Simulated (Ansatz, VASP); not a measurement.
# Two plane-wave programs on ZnS

```
CELL_PARAMETERS angstrom
4.02891 0.01875 0.04070
-1.99822 3.46105 0.00001
0.06658 0.03846 6.38580
ATOMIC_POSITIONS crystal
Zn 0.33033 0.66517 0.99790
Zn 0.68717 0.34359 0.51198
S 0.32233 0.66116 0.37809
S 0.66017 0.33008 0.88203
```

Alike in both runs: task single point; functional PBE; k mesh 9 × 9 × 6; occupations gaussian, width 0.02 eV; no spin polarisation.

|  | VASP | Ansatz |
| --- | --- | --- |
| version | VASP 6.6.1 | Ansatz 0.2.0 |
| potentials or method | VASP PAW PBE potentials, release 64 (Zn, S) | scalar-relativistic, plane waves, PAW |
| plane-wave cutoff (eV) | 520 | 420 |
| valence electrons in the cell | 36 | 36 |

|  | VASP | Ansatz | Ansatz less VASP |
| --- | --- | --- | --- |
| gap on the k mesh at the Fermi level (eV) | 1.57 | 1.57 | 0.000 |
| least direct gap on the mesh (eV) | 1.57 | 1.57 | 0.000 |
| pressure (GPa) | -5.1 | -5.2 | -0.13 |
| largest component of the traceless stress (GPa) | 1.70 | 1.69 | -0.015 |
| rms of the force components (eV/Å) | 0.212 | 0.209 | -0.0027 |

Atom by atom the forces differ by 0.003 eV/Å (rms over components). Ansatz warned: «near_symmetry_operations_not_taken».

Caveats: an odd mesh through Γ misses points on the zone boundary, where band edges often lie.
